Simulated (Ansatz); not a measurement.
## Substitutions in Ru

Method: Ansatz, DFT PBE, scalar-relativistic, plane waves, PAW. Settings: 420 eV cutoff, 18×18×10 k-mesh, Gaussian smearing of 0.10 eV, no spin polarisation.

Reference structure (relaxed):

```
Ru
1.0
     2.72000    0.00000    0.00000
    -1.36000    2.35559    0.00000
     0.00000    0.00000    4.29677
Ru
2
Cartesian
  0.0000 1.5704 1.0742
  1.3600 0.7852 3.2226
```

Each substitution replaces an element on all its sites; cell and atoms are then relaxed within the symmetry of the start. The crystals needn't be the stable forms of their compositions. Lengths are those of the primitive cell. Mesh and smearing follow each crystal's size and gap, and all runs are without spin polarisation.

Spin-orbit coupling is left out, which matters for the bands and energies of heavy elements.

(1) Give the relaxed structure after Ru→Fe.

(2) Give the relaxed structure after Ru→Mo.

## Answers

(1)
```
Fe
1.0
     2.46041    0.00000    0.00000
    -1.23020    2.13077    0.00000
     0.00000    0.00000    3.89065
Fe
2
Direct
  0.33333 0.66667 0.25000
  0.66667 0.33333 0.75000
```
Symmetry: P6_3/mmc, No. 194, hexagonal system. The conventional cell has a = 2.460 Å, b = 2.460 Å, c = 3.891 Å, α = 90.00°, β = 90.00°, γ = 120.00°. Around Fe (site symmetry -6m2) lie 12 Fe at 2.41 to 2.46 Å.

(2)
```
Mo
1.0
     2.75548    0.00000    0.00000
    -1.37774    2.38631    0.00000
     0.00000    0.00000    4.90289
Mo
2
Direct
  0.33333 0.66667 0.25000
  0.66667 0.33333 0.75000
```
It takes space group P6_3/mmc (No. 194, hexagonal). Conventional cell: a = 2.755 Å, b = 2.755 Å, c = 4.903 Å, α = 90.00°, β = 90.00°, γ = 120.00°. Mo (site symmetry -6m2) has 12 Mo at 2.76 to 2.92 Å as nearest neighbours.